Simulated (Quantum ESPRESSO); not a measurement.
## NaCl in Quantum ESPRESSO: the effect of functional

Crystal: NaCl.

```
Cl Na
1.0
     3.50219    0.00000    0.00000
     0.00000    3.50219    0.00000
     0.00000    0.00000    3.50219
Cl Na
1 1
Cartesian
  1.7511 1.7511 1.7511
  0.0000 0.0000 0.0000
```

Measurements of this composition are mostly on another form, of space group No. 225.

Alike in all runs:

```yaml
Program: Quantum ESPRESSO 7.5
Task: dielectric tensor
Cutoff: 1197 eV
Density_cutoff: 4789 eV
k_mesh: 6 × 6 × 6, shifted
Occupations: fermi-dirac, width 0.05 eV
Spin: no spin polarisation
```

| functional | potentials or basis | pressure (GPa) | dielectric constant (mean) |
| --- | --- | --- | --- |
| LDA | PseudoDojo 0.4.1 SR LDA standard | ? | ? |
| PBEsol | PseudoDojo 0.4.1 SR PBEsol standard | -1.2 | 2.74 |
| WC | PseudoDojo 0.4.1 SR PBE standard | -1.0 | 2.74 |
| BLYP | PseudoDojo 0.4.1 SR PBE standard | 1.2 | 2.67 |
| AM05 | PseudoDojo 0.4.1 SR PBE standard | -0.2 | 2.71 |

Problem. What does the run with functional LDA give?

Solution. Pressure -3.1 GPa; dielectric constant 2.79 mean.

Caveats: the potentials were made for another functional, which shifts forces and pressure (some runs); the cell is more than 3 GPa from zero pressure, which shifts response properties (some runs).
